A zincblende crystal can be squeezed evenly or sheared at constant volume, and the two need not cost similar energy. The table gives the elastic constants of eight compounds in this structure, computed with a hybrid functional. The constant c11 is the stress along a cube axis per unit of relative stretch along the same axis, c12 the stress along it per unit of relative stretch along another, and c44 the resistance to tilting the cube's right angles.

Zincblende crystals (F-43m), relaxed with their symmetry kept: Ansatz 0.2.0, PBE0, plane-wave PAW, scalar-relativistic, no spin polarisation, cutoff 420 eV, Gamma-centred 6×6×6 k mesh, fixed occupations. Elastic constants are for relaxed ions, with strain amplitude 0.002. Valence electrons are counted per formula unit by group number, with the d shell for groups 3 to 12.

```csv
formula,element on site A,Z A,element on site B,Z B,difference of Pauling electronegativities,valence electrons,volume per atom (Å³),shortest distance (Å),c11 (GPa),c12 (GPa),c44 (GPa),zener ratio
ZnS,Zn,30,S,16,0.93,18,19.90,2.347,105,61.8,48.4,2.26
GaP,Ga,31,P,15,0.38,8,20.35,2.364,144,62.0,72.6,1.77
GaSb,Ga,31,Sb,51,0.24,8,28.81,2.655,90.0,38.1,44.7,1.72
CdTe,Cd,48,Te,52,0.41,18,35.34,2.842,52.1,33.5,20.7,2.23
InP,In,49,P,15,0.41,8,25.75,2.557,101,53.2,47.5,1.99
InSb,In,49,Sb,51,0.27,8,35.27,2.840,65.8,32.4,30.9,1.85
SnSe,Sn,50,Se,34,0.59,10,38.18,2.916,35.0,34.3,-13.6,n/a
HfSi,Hf,72,Si,14,0.6,8,27.96,2.628,65.6,70.3,2.4,-1.02
```

**(a) How should stiffness depend on bond length, and how well does resistance to even compression follow that rule?**

*Solution.* An elastic constant is an energy per volume. If the energy of a bond of length $d$ scales as $e^2/d$ and its volume as $d^3$, stiffness scales as $e^2/d^4$. One prefactor for each modulus was fitted to the four III-V compounds GaP, GaSb, InP and InSb; for the bulk modulus $B=(c_{11}+2c_{12})/3$ it is 1.228.

HfSi, which was not in the fit, serves as a worked case. With $d=2.628$ Å, $e^2=14.4$ eV Å and 1 eV/Å³ = 160.2 GPa,

$$B\approx 1.228\times\frac{14.4\times160.2}{2.628^4}\ \text{GPa}\approx 59\ \text{GPa}.$$

The calculation gives 69 GPa, 16% above the line. SnSe lies 12% below it, and the largest departure, 18%, belongs to ZnS. Under even compression no row stands out as a different kind of solid.

**(b) Which rows break the pattern in shear, and by how much?**

*Solution.* There are two independent shears, measured by $(c_{11}-c_{12})/2$ and by c44. A stable cubic crystal needs both to be positive. The III-V compounds stay within 13% of their line for the first and 7% for the second, although both fall somewhat more steeply with bond length than $d^{-4}$.

ZnS and CdTe break the pattern moderately. Each has a III-V partner of nearly equal bond length, so the comparison needs no scaling law. From GaP to ZnS and from InSb to CdTe, c44 drops by a third and $c_{11}-c_{12}$ by nearly half, while the bulk modulus loses only 15% and 9%.

SnSe and HfSi break it completely. The line gives SnSe a c44 of about +30 GPa; the calculation gives −13.6 GPa. In HfSi c44 is 95% below the line, and $c_{11}-c_{12}$ is −4.7 GPa. At this level of calculation both cells would lower their energy by shearing and are held in place only by the imposed symmetry. The verdict is less secure for HfSi, where it rests on a small difference between two large constants, computed on a single k mesh.

For practical use, these two rows describe hypothetical structures, not materials to design with. HfSi's Zener ratio of −1.02 signals instability, not a degree of anisotropy. The bulk modulus alone would have given no warning.

**(c) Why can shear stiffness vanish while compression stays normal?**

*Solution.* Imagine the bonds as stiff rods joined by free hinges. Squeezing the crystal evenly must shorten every rod, but shearing it can be done by turning the rods at the hinges. Resistance to shear therefore depends on the forces that hold the bond angles.

Keating's spring model makes this quantitative: $c_{11}+3c_{12}$ measures bond stretching, $c_{11}-c_{12}$ measures bond bending, and

$$B=\frac{3(c_{11}+3c_{12})+(c_{11}-c_{12})}{12},\qquad c_{44}=\frac{(c_{11}+3c_{12})(c_{11}-c_{12})}{2(c_{11}+c_{12})}.$$

When bending stiffness goes to zero, both shear constants vanish and $B$ hardly changes. Even in GaSb, where bending is relatively strongest, it supplies only about 8% of $B$.

What holds the angles is a matter of standard bonding theory. In the covalent limit, electron pairs sit in directed hybrids, and bending a bond spoils their overlap. In the ionic limit, the charge sits on nearly round ions and the angles matter less. ZnS and CdTe lie closer to that limit than the III-V compounds, though the tabulated electronegativity difference is a poor guide: it is the same for CdTe and InP.

The third case is a wrong set of electrons. Four bonds per formula unit hold eight electrons. ZnS and CdTe meet this count too: the 18 in the table include a filled d shell of ten, which the table leaves out for gallium and indium. SnSe has ten even with its filled d shells left out. The extra pair must go beyond the four bonding states, into one that is not expected to favour the tetrahedron. HfSi has eight only by counting electrons from hafnium's d shell, whose orbitals can also suit other angles and more neighbours. In the same calculations the highest filled state lies at the zone centre for the six ordinary compounds and elsewhere for these two; this fits the explanation without proving it.

The springs have their own limit. In the six ordinary compounds the computed c44 exceeds Keating's value by 8 to 29%. For SnSe they give almost zero. Since they take $c_{11}-c_{12}$ from the calculation, they explain why both shear constants weaken together, but not why c44 is clearly negative. For HfSi they even give c44 the wrong sign. For SnSe, a plausible guess starts from tilting all three right angles of the cube alike, a shear that c44 also governs. It makes one bond of each tin atom unlike the other three, which could give the extra electron pair room on one side. Constants with the atoms held fixed during the strain, which would help to test this, are not in the data.

The output below lists the departures of every row.

Printed output of the fit:

```
Moduli in GPa and Keating springs:
   row  bulk modulus  half of c11 less c12    c44  Keating c44  c44 less Keating  bending over stretching
   ZnS          76.2                  21.6   48.4        37.61             10.79                   0.1488
   GaP         89.33                    41   72.6        65.68              6.92                   0.2485
  GaSb          55.4                 25.95   44.7        41.39             3.314                    0.254
  CdTe          39.7                   9.3   20.7        16.58             4.121                   0.1219
   InP         69.13                  23.9   47.5        40.39             7.109                   0.1834
  InSb         43.53                  16.7   30.9        27.72              3.18                   0.2049
  SnSe         34.53                  0.35  -13.6       0.6965             -14.3                 0.005076
  HfSi         68.73                 -2.35    2.4       -4.781             7.181                   -0.017
Departure from the III-V line in percent:
   row  bulk modulus  half of c11 less c12     c44
   ZnS        -18.37                -43.96  -31.13
   GaP        -1.502                  9.49   6.335
  GaSb        -2.816                 10.25   4.164
  CdTe        -8.565                -48.12  -36.67
   InP         4.336                -12.64  -4.771
  InSb      -0.01829                -7.106  -5.728
  SnSe        -11.85                -97.84  -146.1
  HfSi         15.74                -109.6  -94.63
III-V constant of the bulk modulus, in e2/d4: 1.228
III-V constant of half of c11 less c12, in e2/d4: 0.5069
III-V constant of c44, in e2/d4: 0.9242
Largest III-V departure, bulk modulus, percent: 4.336
Largest III-V departure, half of c11 less c12, percent: 12.64
Largest III-V departure, c44, percent: 6.335
Free exponent of bond length in III-V rows, bulk modulus: -3.993
Free exponent of bond length in III-V rows, half of c11 less c12: -4.618
Free exponent of bond length in III-V rows, c44: -4.534
ZnS against GaP, bulk modulus, percent: -14.7
ZnS against GaP, half of c11 less c12, percent: -47.32
ZnS against GaP, c44, percent: -33.33
CdTe against InSb, bulk modulus, percent: -8.806
CdTe against InSb, half of c11 less c12, percent: -44.31
CdTe against InSb, c44, percent: -33.01
HfSi against GaSb, bulk modulus, percent: 24.07
Smallest excess of c44 over Keating in the six octet rows, percent: 8.007
Largest excess of c44 over Keating in the six octet rows, percent: 28.7
```
